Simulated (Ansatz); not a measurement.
```yaml
crystal:
  lattice:
    - [0.00000, 1.78350, 1.78350]
    - [1.78350, 0.00000, 1.78350]
    - [1.78350, 1.78350, 0.00000]
  atoms:
    - { symbol: C, position: [0.00000, 0.00000, 0.00000] }
    - { symbol: C, position: [0.25000, 0.25000, 0.25000] }
```

```yaml
orbitals: PBE
datasets: hard PAW set made for 700 eV
k_mesh: 4×4×4
empty_bands: 30
response_cutoff: 200 eV
wave_cutoff: 700 eV
frequencies: contour deformation
q_→_0_term: the completed-sum build's own treatment
band_sums: completed
```

Program: Ansatz. The Kohn-Sham gap (from Γ to k = (0, 0.25, 0.25)) is 4.44 eV and the electronic dielectric constant on this mesh 7.0.

Task: By how much does G0W0 change the gap?

Result: By +1.59 eV, to 6.03 eV. The valence edge moves by -1.27 eV (Z = 0.82) and the conduction edge by +0.32 eV (Z = 0.83).

This ran on a trial build of the method. The cell is a model at fixed atoms and needn't be the relaxed known crystal. Points k are given in fractions of the reciprocal vectors. The mesh is coarse, so these are values at the stated settings, not converged ones. The response is still cut, so the gap isn't quite at its basis limit. The build that completes the sums treats q → 0 its own way, which shifts gaps on a coarse mesh by up to tenths of an eV. The gap is read on the mesh, and the crystal's band edges can lie off it. Meshes this coarse can overestimate the dielectric constant by a tenth and more.
